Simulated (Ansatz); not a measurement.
The system is WC.

```
W C
1.0
     0.00000    2.19268    2.19268
     2.19268    0.00000    2.19268
     2.19268    2.19268    0.00000
W C
1 1
Direct
  0.00000 0.00000 0.00000
  0.50000 0.50000 0.50000
```

Measurements of this composition are mostly on another form, of space group No. 187.

Base run:

| Quantity | Value |
| --- | --- |
| Program | Ansatz 0.2.0 |
| Functional | LDA |
| Potentials or basis | Ansatz PAW |
| Cutoff | 420 eV (not typed: the program's choice for these potentials) |
| k mesh | 10 × 10 × 10 |
| Occupations | fermi-dirac, width 0.05 eV |
| Spin | no spin polarisation |

Its results: band gap on the k mesh none (metal or under the smearing width); pressure -16.1 GPa.

Task: After a change of settings the same cell gave: band gap on the k mesh none (metal or under the smearing width); pressure -14.7 GPa. Which change was it?
A. hubbard terms from none to W d U = 4 eV; hubbard projectors from none to ortho-atomic (the default)
B. functional from LDA to PBEsol
C. hubbard terms from none to W d U = 8 eV; hubbard projectors from none to ortho-atomic (the default)

Result: C.

Caveats: the PAW data sets come from PBE, with cores solved anew for the run's functional, which leaves a small shift of forces and pressure; the density of states is complete only up to the lowest level of the last band computed; U without spin polarisation on a metal has little footing (some runs); the U is typed as a test and isn't derived for this compound (some runs).
